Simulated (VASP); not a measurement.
# C (P6_3/mmc) in VASP: relaxation of cell and atoms with PBE+D3(BJ)

Aim: the relaxation of cell and atoms of C with PBE+D3(BJ).

All numbers are computed with VASP 6.6.1; they aren't measurements. Logs are shortened: lines on timing, memory, paths and dates and some standing lists are left out, and cuts for length are marked.

## 1. Starting point

Symmetry: P6_3/mmc, No. 194, hexagonal system. Conventional cell: a = 2.467 Å, b = 2.467 Å, c = 7.803 Å, α = 90.00°, β = 90.00°, γ = 120.00°. Around C (site symmetry -6m2) lie 3 C at 1.42 Å. C (site symmetry -6m2) has 3 C at 1.42 Å as nearest neighbours.

## 2. Relaxation of cell and atoms, PBE+D3(BJ)

Input file INCAR:

```
SYSTEM = C
ALGO = Normal
EDIFF = 1E-7
EDIFFG = -0.004
ENCUT = 600
GGA = PE
IBRION = 2
ISIF = 3
ISMEAR = 0
IVDW = 12
LASPH = .TRUE.
LCHARG = .FALSE.
LREAL = .FALSE.
LWAVE = .FALSE.
NELM = 100
NSW = 80
PREC = Accurate
SIGMA = 0.02
```

Input file KPOINTS:

```
k-points
0
G
  12 12 4
  0 0 0
```

Input file POSCAR:

```
C
1.0
    2.4672912600      0.0000000000      0.0000000000
   -1.2336456300      2.1367369100      0.0000000000
    0.0000000000      0.0000000000      7.8030730000
C
4
Direct
    0.0000000000      0.0000000000      0.2500000000
    0.0000000000      0.0000000000      0.7500000000
    0.3333333300      0.6666666700      0.2500000000
    0.6666666700      0.3333333300      0.7500000000
```

Potentials or basis: VASP PAW PBE potentials, release 64 (C).

Run with:

```console
$ cat potpaw_PBE.64/C/POTCAR > POTCAR
$ mpirun -np 1 vasp_std > vasp.out
```

OUTCAR:

```text
SYSTEM = C
   EDIFF = 1E-7
   EDIFFG = -0.004
   ENCUT = 600
   GGA = PE
   IBRION = 2
   ISIF = 3
   ISMEAR = 0
   IVDW = 12
   LASPH = .TRUE.
   LREAL = .FALSE.
   NELM = 100
   NSW = 80
   PREC = Accurate
 IVDW          = 12

 ion  position               nearest neighbor table
   1  0.000  0.000  0.250-   3 1.42   3 1.42   3 1.42
   2  0.000  0.000  0.750-   4 1.42   4 1.42   4 1.42
   3  0.333  0.667  0.250-   1 1.42   1 1.42   1 1.42
   4  0.667  0.333  0.750-   2 1.42   2 1.42   2 1.42

  LATTYP: Found a hexagonal cell.
 ALAT       =     2.4672912600
 C/A-ratio  =     3.1626071581

  Lattice vectors:

 A1 = (   2.4672912600,   0.0000000000,   0.0000000000)
 A2 = (  -1.2336456300,   2.1367369100,   0.0000000000)
 A3 = (   0.0000000000,   0.0000000000,   7.8030730000)

Analysis of symmetry for initial positions (statically):
=====================================================================
 Subroutine PRICEL returns:
 Original cell was already a primitive cell.

 Routine SETGRP: Setting up the symmetry group for a
 hexagonal supercell.

 Subroutine GETGRP returns: Found 24 space group operations
 (whereof 12 operations were pure point group operations)
 out of a pool of 24 trial point group operations.

The static configuration has the point symmetry D_3d.
 The point group associated with its full space group is D_6h.

Analysis of symmetry for dynamics (positions and initial velocities):
=====================================================================
 Subroutine PRICEL returns:
 Original cell was already a primitive cell.

 Routine SETGRP: Setting up the symmetry group for a
 hexagonal supercell.

 Subroutine GETGRP returns: Found 24 space group operations
 (whereof 12 operations were pure point group operations)
 out of a pool of 24 trial point group operations.

The dynamic configuration has the point symmetry D_3d.
 The point group associated with its full space group is D_6h.

 Subroutine INISYM returns: Found 24 space group operations
 (whereof 12 operations are pure point group operations),
 and found     1 'primitive' translations

----------------------------------------------------------------------------------------

                                     Primitive cell

  volume of cell :      41.1374

  direct lattice vectors                    reciprocal lattice vectors
     2.467291260  0.000000000  0.000000000     0.405302777  0.234001668  0.000000000
    -1.233645630  2.136736910  0.000000000     0.000000000  0.468003335  0.000000000
     0.000000000  0.000000000  7.803073000     0.000000000  0.000000000  0.128154639

  length of vectors
     2.467291260  2.467291260  7.803073000     0.468003335  0.468003335  0.128154639

  position of ions in fractional coordinates (direct lattice)
     0.000000000  0.000000000  0.250000000
     0.000000000  0.000000000  0.750000000
     0.333333330  0.666666670  0.250000000
     0.666666670  0.333333330  0.750000000

  ion indices of the primitive-cell ions
   primitive index   ion index
                 1           1
                 2           2
                 3           3
                 4           4

----------------------------------------------------------------------------------------

 KPOINTS: k-points

Automatic generation of k-mesh.
 Grid dimensions read from file:
 generate k-points for:   12   12    4

 Generating k-lattice:

  Cartesian coordinates                     Fractional coordinates (reciprocal lattice)
     0.033775231  0.019500139  0.000000000     0.083333333 -0.000000000  0.000000000
     0.000000000  0.039000278  0.000000000     0.000000000  0.083333333  0.000000000
     0.000000000  0.000000000  0.032038660     0.000000000  0.000000000  0.250000000

  Length of vectors
     0.039000278  0.039000278  0.032038660

  Shift w.r.t. Gamma in fractional coordinates (k-lattice)
     0.000000000  0.000000000  0.000000000

 Subroutine IBZKPT returns following result:
 ===========================================

 Found     57 irreducible k-points:

 Following reciprocal coordinates:
            Coordinates               Weight
  0.000000  0.000000  0.000000      1.000000
  0.083333  0.000000  0.000000      6.000000
  0.166667  0.000000  0.000000      6.000000
  0.250000 -0.000000  0.000000      6.000000
  0.333333  0.000000  0.000000      6.000000
  0.416667 -0.000000  0.000000      6.000000
[... 16 lines left out ...]
  0.250000 -0.000000  0.250000     12.000000
  0.333333  0.000000  0.250000     12.000000
 [... further k-points ...]
   k-points           NKPTS =     57   k-points in BZ     NKDIM =     57   number of bands    NBANDS=     12
   number of dos      NEDOS =    301   number of ions     NIONS =      4
   total plane-waves  NPLWV =  25600
   dimension x,y,z NGX =    20 NGY =   20 NGZ =   64
   dimension x,y,z NGXF=    40 NGYF=   40 NGZF=  128
   ions per type =               4
   NGX,Y,Z   is equivalent  to a cutoff of  13.48, 13.48, 13.64 a.u.
   NGXF,Y,Z  is equivalent  to a cutoff of  26.95, 26.95, 27.27 a.u.
 SYSTEM =  C
   PREC   = accura    normal or accurate (medium, high low for compatibility)
   ISTART =      0    job   : 0-new  1-cont  2-samecut
   ICHARG =      2    charge: 1-file 2-atom 10-const
   ISPIN  =      1    spin polarized calculation?
   LNONCOLLINEAR =      F non collinear calculations
   LSORBIT =      F    spin-orbit coupling
   LASPH  =      T    aspherical Exc in radial PAW
   ENCUT  =  600.0 eV  44.10 Ry    6.64 a.u.   4.93  4.93 15.58*2*pi/ulx,y,z
   NELM   =    100;   NELMIN=  2; NELMDL= -5     # of ELM steps
   EDIFF  = 0.1E-06   stopping-criterion for ELM
   LREAL  =      F    real-space projection
   EDIFFG = -.4E-02   stopping-criterion for IOM
   NSW    =     80    number of steps for IOM
   IBRION =      2    ionic relax: 0-MD 1-quasi-New 2-CG
   NFREE  =      1    steps in history (QN), initial steepest desc. (CG)
   ISIF   =      3    stress and relaxation
   ISYM   =      2    0-nonsym 1-usesym 2-fastsym
   POTIM  = 0.5000    time-step for ionic-motion
   TEBEG  =    0.0;   TEEND  =   0.0 temperature during run
   PSTRESS=    0.0 pullay stress
   NELECT =      16.0000    total number of electrons
   NUPDOWN=      -1.0000    fix difference up-down
   EMIN   =  10.00;   EMAX   =-10.00  energy-range for DOS
   EFERMI =   0.00;   METHOD = LEGACY
   ISMEAR =     0;   SIGMA  =   0.02  broadening in eV -4-tet -1-fermi 0-gaus
   EFERMI_NEDOS =   21; number of points for ismear=-14 and -15
   IALGO  =     38    algorithm
   IMIX   =      4    mixing-type and parameters
     AMIX     =   0.40;   BMIX     =  1.00
     AMIX_MAG =   1.60;   BMIX_MAG =  1.00
  volume/ion in A,a.u.               =      10.28        69.40
  Fermi-wavevector in a.u.,A,eV,Ry     =   1.195003  2.258229 19.429568  1.428033
  Thomas-Fermi vector in A             =   2.330979
   LORBIT       =      0    0 simple, 1 ext, 2 COOP (PROOUT), +10 PAW based schemes
   GGA     = PE    functional components
   LHFCALC =     F    Hartree Fock is set to
   AEXX    =    0.0000 exact exchange contribution
   IVDW    =    12    specifies the selected vdW correction
   LEPSILON=     F    determine dielectric tensor
   LRPA    =     F    only Hartree local field effects (RPA)
 conjugate gradient relaxation of ions
 non-spin polarized calculation
 Gauss-broadening in eV      SIGMA  =   0.02
  energy-cutoff  :      600.00
  volume of cell :       41.14
 maximum number of plane-waves:      1407
 NGX is ok and might be reduce to    20
   NGX =  9   NGY =  9   NGZ = 31

--------------------------------------- Ionic step        1  -------------------------------------------

 number of electron      16.0000001 magnetization

 Free energy of the ion-electron system (eV)
  ---------------------------------------------------
  ext. energy  EPLUGINS =         0.00000000
  ---------------------------------------------------
  free energy    TOTEN  =       -36.90046088 eV

  energy without entropy =      -36.90007149  energy(sigma->0) =      -36.90026618

------------------------ aborting loop because EDIFF is reached ----------------------------------------

 Edisp (eV)   -0.52304

 E8    (eV) :    -0.1459

  FORCE on cell =-STRESS in cart. coord.  units (eV):
  Direction    XX          YY          ZZ          XY          YZ          ZX
  --------------------------------------------------------------------------------------
  -------------------------------------------------------------------------------------
  Total      -0.15202    -0.15202    -0.56249    -0.00000    -0.00000     0.00000
  in kB      -5.92082    -5.92082   -21.90722    -0.00000    -0.00000     0.00000
  external pressure =      -11.25 kB  Pullay stress =        0.00 kB
[... 103 lines left out ...]
  FREE ENERGIE OF THE ION-ELECTRON SYSTEM (eV)
  ---------------------------------------------------
  free  energy   TOTEN  =       -37.4285305409 eV

  energy  without entropy=      -37.4281421772  energy(sigma->0) =      -37.42833636

 E-fermi :   3.6199     XC(G=0):  -9.4186

 val. band max:        3.6187990802   @ k =   0.3333   0.3333   0.5000
 cond. band min:       3.6201350644   @ k =   0.3333   0.3333   0.2500
 fundamental gap:      0.0013359843
 Fermi energy:         3.6198570267

 k-point     1 :       0.0000    0.0000    0.0000
  band No.  band energies     occupation
      1     -16.0227      2.00000
      2     -15.9264      2.00000
      3      -4.5050      2.00000
      4      -3.5747      2.00000
      5       0.5859      2.00000
      6       0.5859      2.00000
      7       0.5899      2.00000
      8       0.5899      2.00000
      9       7.0364      0.00000
     10      11.4398      0.00000
     11      11.9948      0.00000
     12      12.0038      0.00000
[... 331 lines left out ...]
 k-point    24 :       0.3333    0.0000    0.2500
  band No.  band energies     occupation
      1     -13.4025      2.00000
      2     -13.3466      2.00000
      3      -6.0505      2.00000
      4      -6.0238      2.00000
      5      -2.1854      2.00000
      6      -2.1766      2.00000
      7      -1.3154      2.00000
      8      -0.7627      2.00000
      9       8.4337      0.00000
     10       8.7109      0.00000
     11      10.7983      0.00000
     12      11.3773      0.00000

 [... further k-points ...]

 E-fermi :   4.1061     XC(G=0):  -9.8423

 val. band max:        4.1046192510   @ k =   0.3333   0.3333   0.5000
 cond. band min:       4.1065133054   @ k =   0.3333   0.3333   0.2500
 fundamental gap:      0.0018940544
 Fermi energy:         4.1061088804

 k-point     1 :       0.0000    0.0000    0.0000
  band No.  band energies     occupation
      1     -15.5411      2.00000
      2     -15.3735      2.00000
      3      -4.1816      2.00000
      4      -2.8406      2.00000
      5       1.0800      2.00000
      6       1.0800      2.00000
      7       1.0884      2.00000
      8       1.0884      2.00000
      9       7.8596      0.00000
     10      12.4678      0.00000
     11      12.4678      0.00000
     12      12.4947      0.00000
[... 331 lines left out ...]
 k-point    24 :       0.3333    0.0000    0.2500
  band No.  band energies     occupation
      1     -12.9110      2.00000
      2     -12.8125      2.00000
      3      -5.5577      2.00000
      4      -5.5084      2.00000
      5      -1.6868      2.00000
      6      -1.6691      2.00000
      7      -0.9342      2.00000
      8      -0.1311      2.00000
      9       8.8445      0.00000
     10       9.2646      0.00000
     11      11.5714      0.00000
     12      11.8361      0.00000

 [... further k-points ...]

[... ionic steps 4 to 11 ...]

--------------------------------------- Ionic step       12  -------------------------------------------

 number of electron      16.0000001 magnetization

------------------------ aborting loop because EDIFF is reached ----------------------------------------

 Edisp (eV)   -0.62614

 E8    (eV) :    -0.1775
[... 73 lines left out ...]
  energy  without entropy=      -37.4844631839  energy(sigma->0) =      -37.48461699

--------------------------------------- Ionic step       14  -------------------------------------------

 number of electron      16.0000001 magnetization

 Free energy of the ion-electron system (eV)
  ---------------------------------------------------
  ext. energy  EPLUGINS =         0.00000000
  ---------------------------------------------------
  free energy    TOTEN  =       -36.85642095 eV

  energy without entropy =      -36.85611329  energy(sigma->0) =      -36.85626712

 E-fermi :   4.7037     XC(G=0): -10.3510

 val. band max:        4.7022577789   @ k =   0.3333   0.3333   0.5000
 cond. band min:       4.7041877339   @ k =   0.3333   0.3333   0.2500
 fundamental gap:      0.0019299551
 Fermi energy:         4.7037114330

 k-point     1 :       0.0000    0.0000    0.0000
  band No.  band energies     occupation
      1     -14.9449      2.00000
      2     -14.6355      2.00000
      3      -3.8204      2.00000
      4      -1.8136      2.00000
      5       1.6927      2.00000
      6       1.6927      2.00000
      7       1.7119      2.00000
      8       1.7119      2.00000
      9       9.0329      0.00000
     10      13.0322      0.00000
     11      13.0322      0.00000
     12      13.0861      0.00000
[... 331 lines left out ...]
 k-point    24 :       0.3333    0.0000    0.2500
  band No.  band energies     occupation
      1     -12.2977      2.00000
      2     -12.1131      2.00000
      3      -4.9455      2.00000
      4      -4.8477      2.00000
      5      -1.0631      2.00000
      6      -1.0246      2.00000
      7      -0.4909      2.00000
      8       0.7188      2.00000
      9       9.3115      0.00000
     10       9.9679      0.00000
     11      12.2945      0.00000
     12      12.4740      0.00000

 [... further k-points ...]

------------------------ aborting loop because EDIFF is reached ----------------------------------------

 Edisp (eV)   -0.62835

 E8    (eV) :    -0.1782

  FORCE on cell =-STRESS in cart. coord.  units (eV):
  Direction    XX          YY          ZZ          XY          YZ          ZX
  --------------------------------------------------------------------------------------
  -------------------------------------------------------------------------------------
  Total       0.01217     0.01217    -0.01313     0.00000     0.00000     0.00000
  in kB       0.55466     0.55466    -0.59807     0.00000     0.00000     0.00000
  external pressure =        0.17 kB  Pullay stress =        0.00 kB
[... 19 lines left out ...]
  FREE ENERGIE OF THE ION-ELECTRON SYSTEM (eV)
  ---------------------------------------------------
  free  energy   TOTEN  =       -37.4847707110 eV

  energy  without entropy=      -37.4844630467  energy(sigma->0) =      -37.48461688

 reached required accuracy - stopping structural energy minimisation
```

Run time: 2.5 min. Hardware: 1 thread of Intel Xeon Platinum 8488C (Sapphire Rapids), shared host; peak memory 0.19 GiB.

Results:

```yaml
Free_energy: -37.4848 eV
Relaxed_volume: 8.79 Å³/atom
Relaxed_cell: a = 2.465 Å, b = 2.465 Å, c = 6.683 Å, α = 90.00°, β = 90.00°, γ = 120.00°
Space_group_after_relaxing_to_0.05_Å: P6_3/mmc (No. 194)
Energy_gained_by_relaxing: 15.3 meV/atom
Ionic_steps: 14
Pressure_after_relaxing: 0.0 GPa
Band_gap_on_the_k_mesh: none (metal or under the smearing width)
Dispersion_energy_per_atom: -0.157 eV
```

Stress tensor (GPa, compression positive):
```
 0.06  0.00  0.00
 0.00  0.06  0.00
 0.00  0.00 -0.06
```

Step by step:
| step | energy change (eV) | largest force (eV/Å) | pressure (GPa) | volume (Å³) |
| --- | --- | --- | --- | --- |
| 1 | 0.0000 | 0.0000 | -1.12 | 41.14 |
| 2 | -0.0034 | 0.0000 | 0.23 | 40.71 |
| 3 | -0.0050 | 0.0000 | 1.83 | 40.22 |
| 4 | -0.0058 | 0.0000 | 1.83 | 40.17 |
| 5 | -0.0082 | 0.0000 | 1.78 | 40.01 |
| 6 | -0.0130 | 0.0000 | 1.69 | 39.69 |
| 7 | -0.0225 | 0.0000 | 1.54 | 39.05 |
| 8 | -0.0400 | 0.0000 | 1.27 | 37.77 |
| 9 | -0.0608 | 0.0000 | 0.99 | 35.21 |
| 10 | -0.0608 | 0.0000 | 1.00 | 34.87 |
| 11 | -0.0609 | 0.0000 | 1.00 | 35.00 |
| 12 | -0.0609 | 0.0000 | -0.98 | 35.34 |
| 13 | -0.0613 | 0.0000 | 0.04 | 35.17 |
| 14 | -0.0613 | 0.0000 | 0.02 | 35.17 |

Final structure:
```xyz
4
Lattice="2.4650 0.0000 0.0000 -1.2325 2.1348 0.0000 0.0000 0.0000 6.6832" Properties=species:S:1:pos:R:3 pbc="T T T"
C     0.0000    0.0000    1.6708
C     0.0000    0.0000    5.0124
C     0.0000    1.4232    1.6708
C     1.2325    0.7116    5.0124
```
